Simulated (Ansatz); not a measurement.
Crystal: PbS.

```
Pb S
1.0
     3.65366    0.00000    0.00000
     0.00000    3.65366    0.00000
     0.00000    0.00000    3.65366
Pb S
1 1
Direct
  0.00000 0.00000 0.00000
  0.50000 0.50000 0.50000
```

Measurements of this composition are mostly on another form, of space group No. 225.

Base run:

| Property | Result |
| --- | --- |
| Program | Ansatz 0.2.0 |
| Functional | LDA |
| Potentials or basis | Ansatz PAW |
| Cutoff | 420 eV (not typed: the program's choice for these potentials) |
| k mesh | 7 × 7 × 7 |
| Occupations | fermi-dirac, width 0.05 eV |
| Spin | no spin polarisation |

Its results: pressure -5.3 GPa.

Task: The run is repeated on the same cell with these changes: functional from LDA to r2SCAN; cutoff from 420 eV (not typed: the program's choice for these potentials) to 500 eV (not typed: the program's choice for these potentials). What comes out?

Result: Pressure -0.7 GPa.

Caveats: the PAW data sets come from PBE, with cores solved anew for the run's functional, which leaves a small shift of forces and pressure.
